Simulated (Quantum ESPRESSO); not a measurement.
# AgCl (Chlorargyrite) (Fm-3m) in Quantum ESPRESSO: settings compared, part 2 of 2

Quantum ESPRESSO 7.5. Earlier steps stand in the parts before.

### 3 Dielectric tensor, LDA

The input, pw.in:

```
&CONTROL
  calculation = 'scf'
  prefix = 'pwscf'
  outdir = './tmp'
  pseudo_dir = './pseudo'
  tprnfor = .true.
  tstress = .true.
  disk_io = 'low'
/
&SYSTEM
  ibrav = 0
  nat = 2
  ntyp = 2
  ecutwfc = 86
  nbnd = 20
  occupations = 'smearing'
  smearing = 'fd'
  degauss = 0.00367493
/
&ELECTRONS
  conv_thr = 4d-10
  electron_maxstep = 120
  mixing_beta = 0.5
/
ATOMIC_SPECIES
Ag   107.8682 Ag.upf
Cl    35.4500 Cl.upf
CELL_PARAMETERS angstrom
   0.0000000000    2.7350000000    2.7350000000
   2.7350000000    0.0000000000    2.7350000000
   2.7350000000    2.7350000000    0.0000000000
ATOMIC_POSITIONS angstrom
Ag     0.0000000000    0.0000000000    0.0000000000
Cl     2.7350000000    2.7350000000    2.7350000000
K_POINTS automatic
6 6 6 1 1 1
```

The input, scf2.in:

```
&CONTROL
  calculation = 'scf'
  prefix = 'pwscf'
  outdir = './tmp'
  pseudo_dir = './pseudo'
  tprnfor = .true.
  tstress = .true.
  disk_io = 'low'
/
&SYSTEM
  ibrav = 0
  nat = 2
  ntyp = 2
  ecutwfc = 86
  nbnd = 20
  occupations = 'fixed'
/
&ELECTRONS
  conv_thr = 1d-13
  electron_maxstep = 120
  mixing_beta = 0.5
  startingpot = 'file'
  startingwfc = 'file'
/
ATOMIC_SPECIES
Ag   107.8682 Ag.upf
Cl    35.4500 Cl.upf
CELL_PARAMETERS angstrom
   0.0000000000    2.7350000000    2.7350000000
   2.7350000000    0.0000000000    2.7350000000
   2.7350000000    2.7350000000    0.0000000000
ATOMIC_POSITIONS angstrom
Ag     0.0000000000    0.0000000000    0.0000000000
Cl     2.7350000000    2.7350000000    2.7350000000
K_POINTS automatic
6 6 6 1 1 1
```

The input, ph.in:

```
dielectric of AgCl
&INPUTPH
  prefix = 'pwscf'
  outdir = './tmp'
  tr2_ph = 1d-18
  fildyn = 'dyn'
  niter_ph = 90
  alpha_mix(1) = 0.7
  epsil = .true.
  trans = .false.
  zeu = .true.
/
0.0000000000 0.0000000000 0.0000000000
```

Potentials or basis: PseudoDojo 0.4.1 SR LDA standard.

Run with:

```bash
OMP_NUM_THREADS=1 pw.x -in pw.in > pw.out
OMP_NUM_THREADS=1 pw.x -in scf2.in > scf2.out
OMP_NUM_THREADS=1 ph.x -in ph.in > ph.out
```

pw.out:

```text
This program is part of the open-source Quantum ESPRESSO suite
     for quantum simulation of materials; please cite
[... 9 lines left out ...]
     --------------------
     sticks:   dense  smooth     PW     G-vecs:    dense   smooth      PW
     Sum        1273    1273    379                29795    29795    4909

     Using Slab Decomposition

     bravais-lattice index     =            0
     lattice parameter (alat)  =       7.3092  a.u.
     unit-cell volume          =     276.1205 (a.u.)^3
     number of atoms/cell      =            2
     number of atomic types    =            2
     number of electrons       =        26.00
     number of Kohn-Sham states=           20
     kinetic-energy cutoff     =      86.0000  Ry
     charge density cutoff     =     344.0000  Ry
     scf convergence threshold =      4.0E-10
     mixing beta               =       0.5000
     number of iterations used =            8  plain     mixing
     Exchange-correlation= SLA  PW   NOGX NOGC
                           (   1   4   0   0   0   0   0)

     celldm(1)=   7.309223  celldm(2)=   0.000000  celldm(3)=   0.000000
     celldm(4)=   0.000000  celldm(5)=   0.000000  celldm(6)=   0.000000

[... 8 lines left out ...]
               b(3) = (  0.707107  0.707107 -0.707107 )

     PseudoPot. # 1 for Ag read from file:
     Ag.upf
     Pseudo is Norm-conserving + core correction, Zval = 19.0
     Generated using ONCVPSP code by D. R. Hamann
     Using radial grid of 1484 points,  6 beta functions with:
                l(1) =   0
                l(2) =   0
[... 73 lines left out ...]
     Threshold (ethr) on eigenvalues was too large:
     Diagonalizing with lowered threshold

     Davidson diagonalization with overlap
     ethr =  1.37E-04,  avg # of iterations =  4.0

     total energy              =    -342.81238859 Ry
     estimated scf accuracy    <       0.03480945 Ry
[... 43 lines left out ...]
     iteration #  8     ecut=    86.00 Ry     beta= 0.50
     Davidson diagonalization with overlap
     ethr =  2.59E-12,  avg # of iterations =  2.1

     End of self-consistent calculation

          k = 0.0589 0.0589 0.0589 (  3728 PWs)   bands (ev):

   -81.2085 -44.8043 -44.8041 -44.8041  -6.7700   5.4472   5.4472   5.4806
     5.8909   5.8909   6.1522   6.5679   6.5679   9.5502  18.3291  19.0051
    19.0051  20.6785  20.6785  21.0438
[... 87 lines left out ...]
   -81.2084 -44.8074 -44.8056 -44.8055  -6.2691   3.8377   4.9408   5.0655
     5.6676   6.3260   6.4456   6.4639   6.6432  10.8073  16.2379  16.8953
    19.5741  19.8614  23.0686  23.3759

          k =-0.5303 0.1768-0.0589 (  3719 PWs)   bands (ev):

   -81.2084 -44.8070 -44.8056 -44.8052  -6.2937   3.6162   4.4433   4.6907
     5.9463   6.3208   6.5333   6.7960   7.3960  11.8756  15.5368  16.3217
    18.1534  19.9530  22.8646  23.7317

          k =-0.4125 0.0589 0.0589 (  3709 PWs)   bands (ev):
[... 61 lines left out ...]
   -81.2084 -44.8074 -44.8053 -44.8048  -6.2643   3.1393   4.1354   4.1354
     6.2379   6.2730   6.5775   7.6992   8.3390  13.3397  13.8665  16.3960
    16.4305  21.4135  21.6407  23.0248

     the Fermi energy is     9.0545 ev

!    total energy              =    -342.82361284 Ry
     estimated scf accuracy    <          2.8E-10 Ry
     smearing contrib. (-TS)   =      -0.00000008 Ry
     internal energy E=F+TS    =    -342.82361275 Ry

     The total energy is F=E-TS. E is the sum of the following terms:
     one-electron contribution =    -176.67005947 Ry
     hartree contribution      =      98.72657609 Ry
     xc contribution           =     -54.98325620 Ry
     ewald contribution        =    -209.89687317 Ry

     convergence has been achieved in   8 iterations

     Forces acting on atoms (cartesian axes, Ry/au):

     atom    1 type  1   force =     0.00000000    0.00000000    0.00000000
     atom    2 type  2   force =     0.00000000    0.00000000    0.00000000

     Total force =     0.000000     Total SCF correction =     0.000000

     Computing stress (Cartesian axis) and pressure

          total   stress  (Ry/bohr**3)                   (kbar)     P=      -37.94
  -0.00025790  -0.00000000  -0.00000000          -37.94       -0.00       -0.00
   0.00000000  -0.00025790  -0.00000000            0.00      -37.94       -0.00
  -0.00000000  -0.00000000  -0.00025790           -0.00       -0.00      -37.94

=------------------------------------------------------------------------------=
   JOB DONE.
=------------------------------------------------------------------------------=
```

It took 6.9 min on 1 thread of Arm Neoverse V2, shared host; peak memory 0.08 GiB.

What came out:

```
Free energy                             : -4664.3529 eV
Pressure                                : -3.8 GPa
Electronic dielectric tensor (diagonal) : 5.62
Born charges (mean of the diagonal)     : Ag +1.44; Cl -1.44 e
```

Electronic dielectric tensor:
```
5.62 0.00 0.00
0.00 5.62 0.00
0.00 0.00 5.62
```

Born effective charge tensors (e):
atom 1, Ag
```
1.44 0.00 0.00
0.00 1.44 0.00
0.00 0.00 1.44
```
atom 2, Cl
```
-1.44  0.00  0.00
 0.00 -1.44  0.00
 0.00  0.00 -1.44
```

Caveat: the cell is more than 3 GPa from zero pressure, which shifts response properties.

### 4 Dielectric tensor, PBE

Edit pw.in of step 3 so:

```diff
@@ -13,3 +13,3 @@
   ntyp = 2
-  ecutwfc = 86
+  ecutwfc = 82
   nbnd = 20
```

Edit scf2.in of step 3 so:

```diff
@@ -13,3 +13,3 @@
   ntyp = 2
-  ecutwfc = 86
+  ecutwfc = 82
   nbnd = 20
```

ph.in is that of step 3.

Potentials or basis: PseudoDojo 0.4.1 SR PBE standard.

Run with:

```bash
OMP_NUM_THREADS=1 pw.x -in pw.in > pw.out
OMP_NUM_THREADS=1 pw.x -in scf2.in > scf2.out
OMP_NUM_THREADS=1 ph.x -in ph.in > ph.out
```

pw.out:

```text
This program is part of the open-source Quantum ESPRESSO suite
     for quantum simulation of materials; please cite
[... 9 lines left out ...]
     --------------------
     sticks:   dense  smooth     PW     G-vecs:    dense   smooth      PW
     Sum        1201    1201    361                27581    27581    4573

     Using Slab Decomposition

     bravais-lattice index     =            0
     lattice parameter (alat)  =       7.3092  a.u.
     unit-cell volume          =     276.1205 (a.u.)^3
     number of atoms/cell      =            2
     number of atomic types    =            2
     number of electrons       =        26.00
     number of Kohn-Sham states=           20
     kinetic-energy cutoff     =      82.0000  Ry
     charge density cutoff     =     328.0000  Ry
     scf convergence threshold =      4.0E-10
     mixing beta               =       0.5000
     number of iterations used =            8  plain     mixing
     Exchange-correlation= PBE
                           (   1   4   3   4   0   0   0)

     celldm(1)=   7.309223  celldm(2)=   0.000000  celldm(3)=   0.000000
     celldm(4)=   0.000000  celldm(5)=   0.000000  celldm(6)=   0.000000

[... 8 lines left out ...]
               b(3) = (  0.707107  0.707107 -0.707107 )

     PseudoPot. # 1 for Ag read from file:
     Ag.upf
     Pseudo is Norm-conserving + core correction, Zval = 19.0
     Generated using ONCVPSP code by D. R. Hamann
     Using radial grid of 1538 points,  6 beta functions with:
                l(1) =   0
                l(2) =   0
                l(3) =   1
                l(4) =   1
                l(5) =   2
                l(6) =   2

     PseudoPot. # 2 for Cl read from file:
     Cl.upf
     Pseudo is Norm-conserving + core correction, Zval =  7.0
     Generated using ONCVPSP code by D. R. Hamann
     Using radial grid of 1028 points,  6 beta functions with:
                l(1) =   0
                l(2) =   0
                l(3) =   1
                l(4) =   1
                l(5) =   2
                l(6) =   2

     atomic species   valence    mass     pseudopotential
     Ag               19.00   107.86820     Ag( 1.00)
     Cl                7.00    35.45000     Cl( 1.00)

     48 Sym. Ops., with inversion, found

   Cartesian axes

     site n.     atom                  positions (alat units)
         1        Ag     tau(   1) = (   0.0000000   0.0000000   0.0000000  )
         2        Cl     tau(   2) = (   0.7071068   0.7071068   0.7071068  )

     number of k points=    28  Fermi-Dirac smearing, width (Ry)=  0.0037
                       cart. coord. in units 2pi/alat
        k(    1) = (   0.0589256   0.0589256   0.0589256), wk =   0.0185185
        k(    2) = (   0.1767767   0.1767767  -0.0589256), wk =   0.0555556
        k(    3) = (   0.2946278   0.2946278  -0.1767767), wk =   0.0555556
        k(    4) = (  -0.2946278  -0.2946278   0.4124790), wk =   0.0555556
        k(    5) = (  -0.1767767  -0.1767767   0.2946278), wk =   0.0555556
        k(    6) = (  -0.0589256  -0.0589256   0.1767767), wk =   0.0555556
[... 20 lines left out ...]
        k(   27) = (   0.2946278   0.2946278   0.2946278), wk =   0.0185185
        k(   28) = (  -0.2946278  -0.2946278   0.8838835), wk =   0.0555556

     Dense  grid:    27581 G-vectors     FFT dimensions: (  45,  45,  45)

     Initial potential from superposition of free atoms

     starting charge      25.9995, renormalised to      26.0000
     Starting wfcs are   14 randomized atomic wfcs +    6 random wfcs

     Self-consistent Calculation

     iteration #  1     ecut=    82.00 Ry     beta= 0.50
     Davidson diagonalization with overlap
     ethr =  1.00E-02,  avg # of iterations =  6.1

     Threshold (ethr) on eigenvalues was too large:
     Diagonalizing with lowered threshold

     Davidson diagonalization with overlap
     ethr =  1.59E-04,  avg # of iterations =  3.7

     total energy              =    -342.88279531 Ry
     estimated scf accuracy    <       0.04020515 Ry

     iteration #  2     ecut=    82.00 Ry     beta= 0.50
     Davidson diagonalization with overlap
     ethr =  1.55E-04,  avg # of iterations =  2.2
[... 36 lines left out ...]
     total energy              =    -342.89507303 Ry
     estimated scf accuracy    <       0.00000004 Ry

     iteration #  8     ecut=    82.00 Ry     beta= 0.50
     Davidson diagonalization with overlap
     ethr =  1.72E-10,  avg # of iterations =  2.0

     End of self-consistent calculation

          k = 0.0589 0.0589 0.0589 (  3473 PWs)   bands (ev):

   -81.0233 -44.5511 -44.5509 -44.5509  -6.5397   5.7963   5.7963   5.8284
     6.2744   6.2744   6.5040   6.8955   6.8955  10.1268  18.8112  19.4488
    19.4488  21.1843  21.1843  21.6725

          k = 0.1768 0.1768-0.0589 (  3481 PWs)   bands (ev):

   -81.0233 -44.5521 -44.5512 -44.5510  -6.3952   4.6946   5.0244   5.4244
     6.3501   6.4280   6.7306   7.2185   7.9805  11.4798  17.2890  17.9967
    18.5633  19.9989  21.5194  22.3540
[... 79 lines left out ...]
          k =-0.6482 0.0589 0.0589 (  3444 PWs)   bands (ev):

   -81.0232 -44.5541 -44.5523 -44.5522  -6.0617   4.2095   5.2885   5.3977
     6.0501   6.6956   6.8088   6.8253   7.0106  11.4019  16.7228  17.4492
    20.1517  20.4506  23.4381  23.7485

          k =-0.5303 0.1768-0.0589 (  3456 PWs)   bands (ev):

   -81.0232 -44.5537 -44.5523 -44.5520  -6.0851   3.9971   4.7970   5.0445
     6.3230   6.6915   6.8930   7.1531   7.7434  12.4399  16.0766  16.8321
    18.7011  20.4732  23.2642  24.1687

          k =-0.4125 0.0589 0.0589 (  3473 PWs)   bands (ev):

   -81.0232 -44.5530 -44.5518 -44.5517  -6.2106   3.9733   5.3267   5.3893
     6.1189   6.5259   6.9321   7.0914   7.6141  12.4920  15.9906  17.1574
    18.9515  19.4380  23.0795  24.7050
[... 55 lines left out ...]
          k =-0.2946-0.2946 0.8839 (  3455 PWs)   bands (ev):

   -81.0232 -44.5541 -44.5520 -44.5515  -6.0574   3.5406   4.4886   4.4938
     6.6101   6.6430   6.9416   8.0395   8.6528  13.9087  14.4034  16.9256
    16.9686  21.8295  22.1125  23.5414

     the Fermi energy is     9.4975 ev

!    total energy              =    -342.89507304 Ry
     estimated scf accuracy    <          2.5E-10 Ry
     smearing contrib. (-TS)   =      -0.00000001 Ry
     internal energy E=F+TS    =    -342.89507303 Ry

     The total energy is F=E-TS. E is the sum of the following terms:
     one-electron contribution =    -176.76516001 Ry
     hartree contribution      =      99.13799049 Ry
     xc contribution           =     -55.37103034 Ry
     ewald contribution        =    -209.89687317 Ry

     convergence has been achieved in   8 iterations

     Forces acting on atoms (cartesian axes, Ry/au):

     atom    1 type  1   force =    -0.00000000   -0.00000000    0.00000000
     atom    2 type  2   force =     0.00000000    0.00000000   -0.00000000

     Total force =     0.000000     Total SCF correction =     0.000000

     Computing stress (Cartesian axis) and pressure

          total   stress  (Ry/bohr**3)                   (kbar)     P=       38.41
   0.00026107  -0.00000000  -0.00000000           38.41       -0.00       -0.00
  -0.00000000   0.00026107  -0.00000000           -0.00       38.41       -0.00
  -0.00000000  -0.00000000   0.00026107           -0.00       -0.00       38.41

=------------------------------------------------------------------------------=
   JOB DONE.
=------------------------------------------------------------------------------=
```

scf2.out:

```text
This program is part of the open-source Quantum ESPRESSO suite
     for quantum simulation of materials; please cite
[... 9 lines left out ...]
     --------------------
     sticks:   dense  smooth     PW     G-vecs:    dense   smooth      PW
     Sum        1201    1201    361                27581    27581    4573
[... 330 lines left out ...]
   0.00026067   0.00000000   0.00000000           38.35        0.00        0.00
   0.00000000   0.00026067   0.00000000            0.00       38.35        0.00
   0.00000000   0.00000000   0.00026067            0.00        0.00       38.35

=------------------------------------------------------------------------------=
   JOB DONE.
=------------------------------------------------------------------------------=
```

Wall time 8 min (1 thread of Arm Neoverse V2, shared host); peak memory 0.09 GiB.

What came out:

```
Free energy                             : -4665.3251 eV
Pressure                                : 3.8 GPa
Electronic dielectric tensor (diagonal) : 5.23
Born charges (mean of the diagonal)     : Ag +1.42; Cl -1.42 e
```

Levels at points of the mesh, in eV from the valence-band top:
| k point | band 11 | band 12 | band 13 | band 14 | band 15 | band 16 |
| --- | --- | --- | --- | --- | --- | --- |
| (0.08, 0.08, 0.08) | -2.25 | -1.85 | -1.85 | 1.38 | 10.06 | 10.70 |

Electronic dielectric tensor:
```
5.23 0.00 0.00
0.00 5.23 0.00
0.00 0.00 5.23
```

Born effective charge tensors (e):
atom 1, Ag
```
1.42 0.00 0.00
0.00 1.42 0.00
0.00 0.00 1.42
```
atom 2, Cl
```
-1.42  0.00  0.00
 0.00 -1.42  0.00
 0.00  0.00 -1.42
```

Caveat: the cell is more than 3 GPa from zero pressure, which shifts response properties.

### 5 Summary

| task | level | potentials or basis | cell | cutoff (eV) | form of the LDA correlation | pressure (GPa) |
| --- | --- | --- | --- | --- | --- | --- |
| phonons | LDA | JTH 2.0 LDA | relaxed | 707 | PW92 | 0.0 |
| dielectric tensor | LDA | PseudoDojo 0.4.1 SR LDA standard | as given | 1170 | PW92 | -3.8 |
| dielectric tensor | PBE | PseudoDojo 0.4.1 SR PBE standard | as given | 1116 | - | 3.8 |

Alike in all rows: no spin polarisation; k mesh 6 × 6 × 6, shifted; smearing fermi-dirac 0.05 eV.

Caveats: the cell is more than 3 GPa from zero pressure, which shifts response properties (some runs).

Absolute energies hang on the potentials; compare differences alone.

### 6 Against experiment

Step 2. Measured high-frequency dielectric constant of AgCl: 3.92 (a printed reference work, monograph). This calculation gives 5.79 (+47.7 %). So large a miss can be the level of theory's own, or it may mean another phase, state or a wrong row.

Step 3. Against the measured high-frequency dielectric constant of AgCl, 3.92 (a printed reference work, monograph), the calculated 5.62 is off by +43.5 %. So large a miss can be the level of theory's own, or it may mean another phase, state or a wrong row.

Step 4. Against the measured high-frequency dielectric constant of AgCl, 3.92 (a printed reference work, monograph), the calculated 5.23 is off by +33.3 %. So large a miss can be the level of theory's own, or it may mean another phase, state or a wrong row.
